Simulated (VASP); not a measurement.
## VASP 6.6.1 run: HfO$_{2}$

INCAR

```
LASPH = .TRUE.
IBRION = -1
SIGMA = 0.005
ISMEAR = 1
LWAVE = .FALSE.
EDIFF = 1E-7
NSW = 0
PREC = Accurate
LCHARG = .FALSE.
LREAL = .FALSE.
ISIF = 2
NBANDS = 18
NELM = 120
ENCUT = 520
GGA = PE
```

KPOINTS

```
KPOINTS created by Atomic Simulation Environment
0
Gamma
8 8 8
0 0 0
```

POSCAR

```
Hf O
 1.0000000000000000
     0.1162999300000000    2.5696067797000000    2.5696067797000000
     2.5696067797000000    0.1162999300000000    2.5696067797000000
     2.5696067797000000    2.5696067797000000    0.1162999300000000
 Hf  O
   1   2
Cartesian
 -0.0000000000000000 -0.0000000000000000  0.0000000000000000
  1.2992172919929719  1.2992172919929721  1.2992172919929721
  3.9562961974070281  3.9562961974070285  3.9562961974070290
```

The recommended PBE PAW datasets give the neutral cell 22 valence electrons.

Command

```
mpirun -np 1 vasp_std
```

OSZICAR

```
N       E                     dE             d eps       ncg     rms          rms(c)
DAV:   1     0.913807331970E+02    0.91381E+02   -0.12726E+04  2340   0.122E+03
DAV:   2    -0.320475598242E+02   -0.12343E+03   -0.11990E+03  2990   0.291E+02
DAV:   3    -0.358622917785E+02   -0.38147E+01   -0.38023E+01  2692   0.454E+01
DAV:   4    -0.358833673113E+02   -0.21076E-01   -0.21070E-01  2834   0.373E+00
DAV:   5    -0.358835017258E+02   -0.13441E-03   -0.13441E-03  2662   0.277E-01    0.515E+01
DAV:   6    -0.302872627466E+02    0.55962E+01   -0.19710E+01  2386   0.326E+01    0.438E+01
DAV:   7    -0.302066235510E+02    0.80639E-01   -0.65883E-01  2662   0.669E+00    0.297E+01
DAV:   8    -0.301938589405E+02    0.12765E-01   -0.23361E-01  2558   0.450E+00    0.919E+00
DAV:   9    -0.301758293680E+02    0.18030E-01   -0.58292E-02  2474   0.201E+00    0.264E+00
DAV:  10    -0.301759091070E+02   -0.79739E-04   -0.30140E-03  2732   0.426E-01    0.238E-01
DAV:  11    -0.301759624991E+02   -0.53392E-04   -0.15511E-04  2728   0.111E-01    0.189E-01
DAV:  12    -0.301759724373E+02   -0.99382E-05   -0.30595E-05  2582   0.375E-02    0.918E-03
DAV:  13    -0.301759732991E+02   -0.86172E-06   -0.15122E-06  2764   0.939E-03    0.237E-03
DAV:  14    -0.301759735568E+02   -0.25770E-06   -0.12975E-07  2568   0.255E-03    0.634E-03
DAV:  15    -0.301759734920E+02    0.64789E-07   -0.72549E-09  1656   0.617E-04
   1 F= -.30175973E+02 E0= -.30175973E+02  d E =0.117813E-53
```

Standard output (part)

```
POSCAR found type information on POSCAR HfO
 POSCAR found :  2 types and       3 ions
 LDA part: xc-table for (Slater+PW92), standard interpolation
 POSCAR, INCAR and KPOINTS ok, starting setup
 WAVECAR not read
 entering main loop
```

From OUTCAR

```
k-points           NKPTS =     65   k-points in BZ     NKDIM =     65   number of bands    NBANDS=     18

   NELECT =      22.0000    total number of electrons

   dimension x,y,z NGX =    28 NGY =   28 NGZ =   28
   dimension x,y,z NGXF=    56 NGYF=   56 NGZF=   56

  energy-cutoff  :      520.00
  volume of cell :       31.63
      direct lattice vectors                 reciprocal lattice vectors
     0.116299930  2.569606780  2.569606780    -0.208316609  0.199296487  0.199296487
     2.569606780  0.116299930  2.569606780     0.199296487 -0.208316609  0.199296487
     2.569606780  2.569606780  0.116299930     0.199296487  0.199296487 -0.208316609

 k-points in reciprocal lattice and weights: KPOINTS created by Atomic Simulation Env
   0.00000000  0.00000000  0.00000000       0.002
   0.12500000  0.00000000  0.00000000       0.012
   0.25000000  0.00000000  0.00000000       0.012
   0.37500000 -0.00000000 -0.00000000       0.012
   0.50000000  0.00000000  0.00000000       0.006
   0.12500000  0.12500000  0.00000000       0.012
   0.25000000  0.12500000  0.00000000       0.023
   0.37500000  0.12500000  0.00000000       0.023
   ...

 E-fermi :   4.5665

 k-point     1 :       0.0000    0.0000    0.0000
  band No.  band energies     occupation
      1     -25.0446      2.00000
      2     -25.0056      2.00000
      3     -25.0056      2.00000
      4     -14.3913      2.00000
      5     -11.2049      2.00000
      6      -1.1554      2.00000
      7      -0.9059      2.00000
      8      -0.9059      2.00000
      9       3.8520      2.00000
     10       3.8520      2.00000
     11       4.0124      2.00000
     12       8.4909      0.00000
     13       8.4909      0.00000
     14      10.6018      0.00000
     15      14.9607      0.00000
     16      15.4262      0.00000
     17      15.4262      0.00000
     18      17.7651      0.00000

 k-point     2 :       0.1250    0.0000    0.0000
  band No.  band energies     occupation
      1     -25.0936      2.00000
      2     -25.0475      2.00000
      3     -25.0168      2.00000
      4     -14.1554      2.00000
      5     -11.3988      2.00000
      6      -0.9656      2.00000
      7      -0.7510      2.00000
      8      -0.4774      2.00000
      9       3.3777      2.00000
     10       3.5687      2.00000
     11       3.6737      2.00000
     12       8.7746      0.00000
     13       8.8481      0.00000
     14      11.2162      0.00000
     15      14.6694      0.00000
     16      14.7308      0.00000
     17      15.1958      0.00000
     18      18.1963      0.00000

 k-point     3 :       0.2500    0.0000    0.0000
  band No.  band energies     occupation
      1     -25.2880      2.00000
      2     -25.0625      2.00000
      3     -25.0437      2.00000
      4     -13.6123      2.00000
      5     -11.7685      2.00000
      6      -0.5335      2.00000
      7      -0.3861      2.00000
      8       0.5373      2.00000
      9       2.4452      2.00000
     10       3.0464      2.00000
     11       3.0933      2.00000
     12       9.1595      0.00000
     13       9.4309      0.00000
     14      11.7961      0.00000
     15      14.1436      0.00000
     16      14.3396      0.00000
     17      14.7613      0.00000
     18      17.7378      0.00000

 ...

  Total        1.7669500      1.7669500      1.7669500     -0.6578422     -0.6578422     -0.6578422
  in kB       89.4985374     89.4985374     89.4985374    -33.3206455    -33.3206455    -33.3206455
  external PRESSURE =      89.4985374 kB  Pullay stress =       0.0000000 kB

 POSITION                                       TOTAL-FORCE (eV/Angst)
 -----------------------------------------------------------------------------------
      0.00000      0.00000      0.00000        -0.000000     -0.000000      0.000000
      1.29922      1.29922      1.29922        -0.009045     -0.009045     -0.009045
      3.95630      3.95630      3.95630         0.009045      0.009045      0.009045
 -----------------------------------------------------------------------------------
    total drift:                                0.000000      0.000000      0.000000

  FREE ENERGIE OF THE ION-ELECTRON SYSTEM (eV)
  ---------------------------------------------------
  free  energy   TOTEN  =       -30.1759734920 eV

  energy  without entropy=      -30.1759734920  energy(sigma->0) =      -30.17597349
```

It converged. Results: gap between bands v and c on the k mesh 3.90 eV; least direct gap on the k mesh 3.90 eV; pressure 8.9 GPa. Band v is the last that the valence electrons fill when counted band by band, and c is the next.

For comparison, a separate PBE run of the intended cell, on usual settings and not on those above, gives a gap of 3.90 eV on its mesh and a pressure of 8.9 GPa.

The run above took about 34 s on one core of a shared host (Intel Xeon Platinum 8488C) and held 0.18 GiB at most.
